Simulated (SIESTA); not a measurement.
Crystal: PbSe (Clausthalite).

```
Pb Se
1.0
     0.00000    3.06065    3.06065
     3.06065    0.00000    3.06065
     3.06065    3.06065    0.00000
Pb Se
1 1
Direct
  0.00000 0.00000 0.00000
  0.50000 0.50000 0.50000
```

Base run:

- Program: SIESTA 5.4.2
- Functional: PBEsol
- Potentials or basis: PseudoDojo 0.4 standard (PBEsol files)
- Basis: DZP (energy shift 0.003 Ry; two zetas on semicore shells)
- Grid cutoff: 500 Ry
- Energy shift: 0.003 Ry
- k mesh: 8 × 8 × 8
- Occupations: fermi-dirac, width 0.05 eV
- Spin: no spin polarisation

Its results: band gap on the k mesh 0.29 eV, direct; pressure 0.9 GPa.

**Question.** The run is repeated on the same cell with these changes: functional from PBEsol to LDA; potentials or basis from PseudoDojo 0.4 standard (PBEsol files) to PseudoDojo 0.4 standard (LDA files). What comes out?

**Answer.** Band gap on the k mesh 0.28 eV, direct; pressure -0.7 GPa.

Caveats: spin-orbit coupling is left out, which as a rule narrows the gap of such compounds by several tenths of an eV; the basis of atomic orbitals isn't converged, which shifts pressures, moduli and gaps.
